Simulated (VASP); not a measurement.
# C2H6 in VASP: a series of runs, part 2 of 2

VASP 6.6.1. Earlier steps stand in the parts before.

**3. Single point, PBE**

Input file INCAR:

```
PREC = Accurate
ENCUT = 400
EDIFF = 1E-6
ISMEAR = 0
SIGMA = 0.01
LREAL = False
LASPH = True
NELM = 80
ALGO = Normal
ISIF = 2
LWAVE = False
LCHARG = False
GGA = PE
NBANDS = 17
ISYM = 0
```

Input file KPOINTS:

```
Automatic mesh
0
Gamma
  1 1 1
```

Input file POSCAR:

```
H3C                                     
1.0
   13.0840340850      0.0000000000      0.0000000000
    0.0000000000     13.5840340850      0.0000000000
    0.0000000000      0.0000000000     14.0840340850
  C               H             
     2     6
Selective dynamics
Direct
     0.5570134924999977    0.5127778825000036    0.5059189571000005   F   F   F
     0.4426308669913304    0.4945297837347574    0.4940493742662621   T   T   T
     0.5739209312434180    0.5510391182086894    0.5729630531916302   T   T   T
     0.6004582580339786    0.4434257698885968    0.5062483197544960   T   T   T
     0.5876875535384635    0.5583983893089022    0.4479938677832370   T   T   T
     0.4121626382587333    0.4488865039124454    0.5520661094625117   T   T   T
     0.4259463346976721    0.4562611605525146    0.4269380359640160   T   T   T
     0.3993767820835074    0.5640020758475355    0.4937415854468255   T   T   T
```

Potentials or basis: VASP PAW PBE potentials, release 64 (C, H).

Run with:

```sh
$ cat potpaw_PBE.64/C/POTCAR potpaw_PBE.64/H/POTCAR > POTCAR
$ mpirun -np 4 vasp_gam > vasp.out
```

OUTCAR:

```text
PREC = Accurate
   ENCUT = 400
   EDIFF = 1E-6
   ISMEAR = 0
   LREAL = False
   LASPH = True
   NELM = 80
   ISIF = 2
   GGA = PE
   ISYM = 0

 ion  position               nearest neighbor table
   1  0.557  0.513  0.506-   4 1.10   5 1.10   3 1.10   2 1.53
   2  0.443  0.495  0.494-   8 1.10   6 1.10   7 1.10   1 1.53
   3  0.574  0.551  0.573-   1 1.10
   4  0.600  0.443  0.506-   1 1.10
   5  0.588  0.558  0.448-   1 1.10
[... 174 lines left out ...]
  -------------------------------------------------------------------------------------
  Total       -0.5990887     -0.6400356     -0.6411920      0.0035655     -0.0004645      0.0030059
  in kB       -0.3834460     -0.4096540     -0.4103942      0.0022821     -0.0002973      0.0019239
  external PRESSURE =      -0.4011647 kB  Pullay stress =       0.0000000 kB

 VOLUME and BASIS-vectors are now :
 -----------------------------------------------------------------------------
  energy-cutoff  :      400.00
  volume of cell :     2503.21
      direct lattice vectors                 reciprocal lattice vectors
    13.084034085  0.000000000  0.000000000     0.076429027  0.000000000  0.000000000
     0.000000000 13.584034085  0.000000000     0.000000000  0.073615834  0.000000000
     0.000000000  0.000000000 14.084034085     0.000000000  0.000000000  0.071002384

 POSITION                                       TOTAL-FORCE (eV/Angst)
 -----------------------------------------------------------------------------------
      7.28798      6.96559      7.12538         0.055951      0.009739      0.006588
      5.79140      6.71771      6.95821        -0.018067     -0.006557     -0.006010
      7.50920      7.48533      8.06963        -0.010718      0.001541      0.005293
      7.85642      6.02351      7.13002        -0.008604     -0.008630     -0.001433
      7.68932      7.58530      6.30956        -0.009765      0.002329     -0.007018
      5.39275      6.09769      7.77532        -0.002925      0.003439     -0.006540
      5.57310      6.19787      6.01301        -0.003615      0.004747      0.009293
      5.22546      7.66142      6.95387        -0.002257     -0.006607     -0.000173
 -----------------------------------------------------------------------------------
    total drift:                                0.000104     -0.000153      0.000106

  FREE ENERGIE OF THE ION-ELECTRON SYSTEM (eV)
  ---------------------------------------------------
  free  energy   TOTEN  =       -40.4947994428 eV

  energy  without entropy=      -40.4947994428  energy(sigma->0) =      -40.49479944
```

OSZICAR:

```text
N       E                     dE             d eps       ncg     rms          rms(c)
DAV:   1     0.391493405949E+02    0.39149E+02   -0.31564E+03    56   0.273E+02
DAV:   2    -0.311398567372E+02   -0.70289E+02   -0.69939E+02    52   0.842E+01
DAV:   3    -0.450743718387E+02   -0.13935E+02   -0.13880E+02    64   0.378E+01
[... 16 lines left out ...]
DAV:  20    -0.404947813028E+02   -0.20436E-04   -0.77127E-07    56   0.288E-03    0.155E-03
DAV:  21    -0.404947929747E+02   -0.11672E-04   -0.19828E-07    40   0.150E-03    0.112E-03
DAV:  22    -0.404947968140E+02   -0.38392E-05   -0.26846E-07    44   0.162E-03    0.291E-04
DAV:  23    -0.404947989880E+02   -0.21741E-05   -0.58088E-08    56   0.895E-04    0.480E-04
DAV:  24    -0.404947994428E+02   -0.45479E-06   -0.59070E-09    56   0.293E-04
   1 F= -.40494799E+02 E0= -.40494799E+02  d E =-.149514E-30
```

Wall time 30 s (4 MPI ranks of AMD EPYC 9R14 (Zen 4), shared host); peak memory 0.45 GiB.

Results:

```yaml
Free_energy: -40.4948 eV
Largest_force: 0.057 eV/Å
Gap_between_the_frontier_levels: 7.57 eV
```

Forces in eV/Å, atoms in the order of the input:
```
C    0.056  0.010  0.007
C   -0.018 -0.007 -0.006
H   -0.011  0.002  0.005
H   -0.009 -0.009 -0.001
H   -0.010  0.002 -0.007
H   -0.003  0.003 -0.007
H   -0.004  0.005  0.009
H   -0.002 -0.007  0.000
```

Caveat: the cutoff is under 1.25 times the usual one of these potentials, so pressure, stress and relaxed cells hold a basis-set (Pulay) error.

**4. Single point, RPBE**

INCAR, as its differences from that of step 3:

```diff
@@ -12,3 +12,3 @@
 LCHARG = False
-GGA = PE
+GGA = RP
 NBANDS = 17
```

KPOINTS is that of step 3.

POSCAR is that of step 3.

Potentials or basis: VASP PAW PBE potentials, release 64 (C, H).

Run with:

```sh
$ cat potpaw_PBE.64/C/POTCAR potpaw_PBE.64/H/POTCAR > POTCAR
$ mpirun -np 4 vasp_gam > vasp.out
```

OUTCAR:

```text
PREC = Accurate
   ENCUT = 400
   EDIFF = 1E-6
   ISMEAR = 0
   LREAL = False
   LASPH = True
   NELM = 80
   ISIF = 2
   GGA = RP
   ISYM = 0

 ion  position               nearest neighbor table
   1  0.557  0.513  0.506-   4 1.10   5 1.10   3 1.10   2 1.53
   2  0.443  0.495  0.494-   8 1.10   6 1.10   7 1.10   1 1.53
   3  0.574  0.551  0.573-   1 1.10
   4  0.600  0.443  0.506-   1 1.10
   5  0.588  0.558  0.448-   1 1.10
   6  0.412  0.449  0.552-   2 1.10
   7  0.426  0.456  0.427-   2 1.10
   8  0.399  0.564  0.494-   2 1.10

IMPORTANT INFORMATION: All symmetrisations will be switched off!
NOSYMM: (Re-)initialisation of all symmetry stuff for point group C_1.

----------------------------------------------------------------------------------------

                                     Primitive cell

  volume of cell :    2503.2112

  direct lattice vectors                    reciprocal lattice vectors
    13.084034085  0.000000000  0.000000000     0.076429027  0.000000000  0.000000000
     0.000000000 13.584034085  0.000000000     0.000000000  0.073615834  0.000000000
     0.000000000  0.000000000 14.084034085     0.000000000  0.000000000  0.071002384

  length of vectors
    13.084034085 13.584034085 14.084034085     0.076429027  0.073615834  0.071002384

  position of ions in fractional coordinates (direct lattice)
     0.557013492  0.512777883  0.505918957
     0.442630867  0.494529784  0.494049374
     0.573920931  0.551039118  0.572963053
     0.600458258  0.443425770  0.506248320
     0.587687554  0.558398389  0.447993868
     0.412162638  0.448886504  0.552066109
     0.425946335  0.456261161  0.426938036
     0.399376782  0.564002076  0.493741585

  ion indices of the primitive-cell ions
   primitive index   ion index
                 1           1
[... 77 lines left out ...]
  Fermi-wavevector in a.u.,A,eV,Ry     =   0.290593  0.549141  1.148934  0.084444
  Thomas-Fermi vector in A             =   1.149467
   LORBIT       =      0    0 simple, 1 ext, 2 COOP (PROOUT), +10 PAW based schemes
   GGA     = RP    functional components
   LHFCALC =     F    Hartree Fock is set to
   AEXX    =    0.0000 exact exchange contribution
   IVDW    =     0    specifies the selected vdW correction
   LEPSILON=     F    determine dielectric tensor
   LRPA    =     F    only Hartree local field effects (RPA)
 non-spin polarized calculation
 Gauss-broadening in eV      SIGMA  =   0.01
  energy-cutoff  :      400.00
  volume of cell :     2503.21
 maximum number of plane-waves:     22732
 NGX is ok and might be reduce to    90
   NGX = 43   NGY = 45   NGZ = 45

 number of electron      14.0000005 magnetization

 Free energy of the ion-electron system (eV)
  ---------------------------------------------------
  ext. energy  EPLUGINS =         0.00000000
  ---------------------------------------------------
  free energy    TOTEN  =       -40.25963217 eV

  energy without entropy =      -40.25963217  energy(sigma->0) =      -40.25963217

 E-fermi :  -7.9692     XC(G=0):  -0.4388

 val. band max:       -8.0207328979   @ k =   0.0000   0.0000   0.0000
 cond. band min:      -0.5133939731   @ k =   0.0000   0.0000   0.0000
 fundamental gap:      7.5073389248
 Fermi energy:        -7.9691554277

 k-point     1 :       0.0000    0.0000    0.0000
  band No.  band energies     occupation
      1     -18.4689      2.00000
      2     -14.9433      2.00000
      3     -10.3788      2.00000
      4     -10.3784      2.00000
      5      -8.7830      2.00000
      6      -8.0213      2.00000
[... 11 lines left out ...]
     18       1.2448      0.00000
     19       1.3099      0.00000
 [bands above 19 left out]

------------------------ aborting loop because EDIFF is reached ----------------------------------------

  FORCE on cell =-STRESS in cart. coord.  units (eV):
  Direction    XX          YY          ZZ          XY          YZ          ZX
  --------------------------------------------------------------------------------------
  -------------------------------------------------------------------------------------
  Total       -0.1636221     -0.4707053     -0.4760899      0.0490278      0.0045987      0.0336638
  in kB       -0.1047261     -0.3012744     -0.3047208      0.0313802      0.0029434      0.0215465
  external PRESSURE =      -0.2369071 kB  Pullay stress =       0.0000000 kB

 VOLUME and BASIS-vectors are now :
 -----------------------------------------------------------------------------
  energy-cutoff  :      400.00
  volume of cell :     2503.21
      direct lattice vectors                 reciprocal lattice vectors
    13.084034085  0.000000000  0.000000000     0.076429027  0.000000000  0.000000000
     0.000000000 13.584034085  0.000000000     0.000000000  0.073615834  0.000000000
     0.000000000  0.000000000 14.084034085     0.000000000  0.000000000  0.071002384

 POSITION                                       TOTAL-FORCE (eV/Angst)
 -----------------------------------------------------------------------------------
      7.28798      6.96559      7.12538         0.224375      0.037644      0.025405
      5.79140      6.71771      6.95821        -0.186171     -0.034411     -0.024794
      7.50920      7.48533      8.06963         0.003436      0.024041      0.045230
      7.85642      6.02351      7.13002         0.020021     -0.047147     -0.000696
      7.68932      7.58530      6.30956         0.011926      0.028997     -0.040507
      5.39275      6.09769      7.77532        -0.024723     -0.023186      0.026840
      5.57310      6.19787      6.01301        -0.017893     -0.017720     -0.030556
      5.22546      7.66142      6.95387        -0.030970      0.031781     -0.000922
 -----------------------------------------------------------------------------------
    total drift:                                0.000104     -0.000157      0.000105

  FREE ENERGIE OF THE ION-ELECTRON SYSTEM (eV)
  ---------------------------------------------------
  free  energy   TOTEN  =       -40.2596321667 eV

  energy  without entropy=      -40.2596321667  energy(sigma->0) =      -40.25963217
```

OSZICAR:

```text
N       E                     dE             d eps       ncg     rms          rms(c)
DAV:   1     0.395431165179E+02    0.39543E+02   -0.31513E+03    56   0.273E+02
DAV:   2    -0.307393532881E+02   -0.70282E+02   -0.69924E+02    52   0.840E+01
DAV:   3    -0.446357611460E+02   -0.13896E+02   -0.13844E+02    64   0.377E+01
[... 17 lines left out ...]
DAV:  21    -0.402596179925E+02   -0.58195E-05   -0.83280E-08    48   0.126E-03    0.148E-03
DAV:  22    -0.402596265069E+02   -0.85145E-05   -0.11947E-07    40   0.112E-03    0.758E-04
DAV:  23    -0.402596295446E+02   -0.30376E-05   -0.50737E-08    44   0.730E-04    0.295E-04
DAV:  24    -0.402596315193E+02   -0.19747E-05   -0.46154E-08    48   0.752E-04    0.219E-04
DAV:  25    -0.402596321667E+02   -0.64736E-06   -0.36690E-09    56   0.309E-04
   1 F= -.40259632E+02 E0= -.40259632E+02  d E =-.249051E-13
```

stdout:

```text
POSCAR found type information on POSCAR C H
 POSCAR found :  2 types and       8 ions
 scaLAPACK will be used
 -----------------------------------------------------------------------------
|                                                                             |
|                                                                             |
[... 19 lines left out ...]
|     I found NBANDS = 17. Now, NBANDS = 20.                                  |
|                                                                             |
 -----------------------------------------------------------------------------

 POSCAR, INCAR and KPOINTS ok, starting setup
 FFT: planning ... GRIDC
 FFT: planning ... GRID_SOFT
 FFT: planning ... GRID
 WAVECAR not read
 entering main loop
```

Run time: 30 s. Hardware: 4 MPI ranks of AMD EPYC 9R14 (Zen 4), shared host; peak memory 0.46 GiB.

Results:

- Free energy: -40.2596 eV
- Largest force: 0.229 eV/Å
- Gap between the frontier levels: 7.51 eV

Forces on the atoms (eV/Å):
```
C    0.224  0.038  0.025
C   -0.186 -0.034 -0.025
H    0.003  0.024  0.045
H    0.020 -0.047 -0.001
H    0.012  0.029 -0.041
H   -0.025 -0.023  0.027
H   -0.018 -0.018 -0.031
H   -0.031  0.032 -0.001
```

Caveat: the cutoff is under 1.25 times the usual one of these potentials, so pressure, stress and relaxed cells hold a basis-set (Pulay) error; the PAW data sets were made with another functional, which shifts forces and pressure a little. A hybrid or GW would open this gap; RPBE tends to underestimate it.

**5. Single point, RPBE+D3(BJ)**

INCAR, as its differences from that of step 4:

```diff
@@ -13,2 +13,3 @@
 GGA = RP
+IVDW = 12
 NBANDS = 17
```

KPOINTS is that of step 4.

POSCAR is that of step 4.

Potentials or basis: VASP PAW PBE potentials, release 64 (C, H).

Run with:

```sh
$ cat potpaw_PBE.64/C/POTCAR potpaw_PBE.64/H/POTCAR > POTCAR
$ mpirun -np 4 vasp_gam > vasp.out
```

OUTCAR:

```text
PREC = Accurate
   ENCUT = 400
   EDIFF = 1E-6
   ISMEAR = 0
   LREAL = False
   LASPH = True
   NELM = 80
   ISIF = 2
   GGA = RP
   IVDW = 12
   ISYM = 0
 IVDW          = 12

 ion  position               nearest neighbor table
   1  0.557  0.513  0.506-   4 1.10   5 1.10   3 1.10   2 1.53
   2  0.443  0.495  0.494-   8 1.10   6 1.10   7 1.10   1 1.53
   3  0.574  0.551  0.573-   1 1.10
   4  0.600  0.443  0.506-   1 1.10
[... 179 lines left out ...]
  -------------------------------------------------------------------------------------
  Total      -0.45191    -0.53695    -0.53887     0.01123     0.00038     0.00817
  in kB      -0.28924    -0.34367    -0.34490     0.00719     0.00024     0.00523
  external pressure =       -0.33 kB  Pullay stress =        0.00 kB

 VOLUME and BASIS-vectors are now :
 -----------------------------------------------------------------------------
  energy-cutoff  :      400.00
  volume of cell :     2503.21
      direct lattice vectors                 reciprocal lattice vectors
    13.084034085  0.000000000  0.000000000     0.076429027  0.000000000  0.000000000
     0.000000000 13.584034085  0.000000000     0.000000000  0.073615834  0.000000000
     0.000000000  0.000000000 14.084034085     0.000000000  0.000000000  0.071002384

 POSITION                                       TOTAL-FORCE (eV/Angst)
 -----------------------------------------------------------------------------------
      7.28798      6.96559      7.12538         0.174886      0.029445      0.019875
      5.79140      6.71771      6.95821        -0.136571     -0.026191     -0.019250
      7.50920      7.48533      8.06963        -0.024049      0.010324      0.024716
      7.85642      6.02351      7.13002        -0.014050     -0.033134     -0.003386
      7.68932      7.58530      6.30956        -0.018975      0.013384     -0.027633
      5.39275      6.09769      7.77532         0.006141     -0.007555      0.013926
      5.57310      6.19787      6.01301         0.009546     -0.003993     -0.010010
      5.22546      7.66142      6.95387         0.003071      0.017720      0.001762
 -----------------------------------------------------------------------------------
    total drift:                                0.000104     -0.000157      0.000105

  FREE ENERGIE OF THE ION-ELECTRON SYSTEM (eV)
  ---------------------------------------------------
  free  energy   TOTEN  =       -40.7177344647 eV

  energy  without entropy=      -40.7177344647  energy(sigma->0) =      -40.71773446
```

stdout:

```text
POSCAR found type information on POSCAR C H
 POSCAR found :  2 types and       8 ions
 scaLAPACK will be used
 -----------------------------------------------------------------------------
|                                                                             |
|                                                                             |
[... 19 lines left out ...]
|     I found NBANDS = 17. Now, NBANDS = 20.                                  |
|                                                                             |
 -----------------------------------------------------------------------------

 POSCAR, INCAR and KPOINTS ok, starting setup
 FFT: planning ... GRIDC
 FFT: planning ... GRID_SOFT
 FFT: planning ... GRID
 WAVECAR not read
 entering main loop
```

Wall time 30 s (4 MPI ranks of AMD EPYC 9R14 (Zen 4), shared host); peak memory 0.46 GiB.

Results:

| Item | Value |
| --- | --- |
| Free energy | -40.7177 eV |
| Largest force | 0.178 eV/Å |
| Gap between the frontier levels | 7.51 eV |
| Dispersion energy per atom | -0.057 eV |

Forces in eV/Å, atoms in the order of the input:
```
C    0.175  0.029  0.020
C   -0.137 -0.026 -0.019
H   -0.024  0.010  0.025
H   -0.014 -0.033 -0.003
H   -0.019  0.013 -0.028
H    0.006 -0.008  0.014
H    0.010 -0.004 -0.010
H    0.003  0.018  0.002
```

Caveat: the cutoff is under 1.25 times the usual one of these potentials, so pressure, stress and relaxed cells hold a basis-set (Pulay) error; the PAW data sets were made with another functional, which shifts forces and pressure a little. RPBE gaps usually lie below the measured ones, often by a third to a half.

**6. Summary**

| task | level | cell | atoms held fixed (from 0) | gap on the mesh (eV) | largest force (eV/Å) |
| --- | --- | --- | --- | --- | --- |
| relaxation of the atoms | PBE+D3(BJ) | atoms relaxed | [0] | 7.57 | - |
| single point | PBE | P1, 312.9 Å³/atom | - | 7.57 | 0.06 |
| single point | RPBE | P1, 312.9 Å³/atom | - | 7.51 | 0.23 |
| single point | RPBE+D3(BJ) | P1, 312.9 Å³/atom | - | 7.51 | 0.18 |

Alike in all rows: potentials or basis VASP PAW PBE potentials, release 64 (C, H); no spin polarisation; k mesh 1 × 1 × 1; cutoff (eV) 400; smearing gaussian 0.01 eV.

On the cell as given the gap runs from 7.51 eV (RPBE) to 7.57 eV (PBE).

Caveats: the cutoff is under 1.25 times the usual one of these potentials, so pressure, stress and relaxed cells hold a basis-set (Pulay) error; the PAW data sets were made with another functional, which shifts forces and pressure a little (some runs).

Total energies depend on the potentials used, so only differences within one code and one set of settings carry meaning.
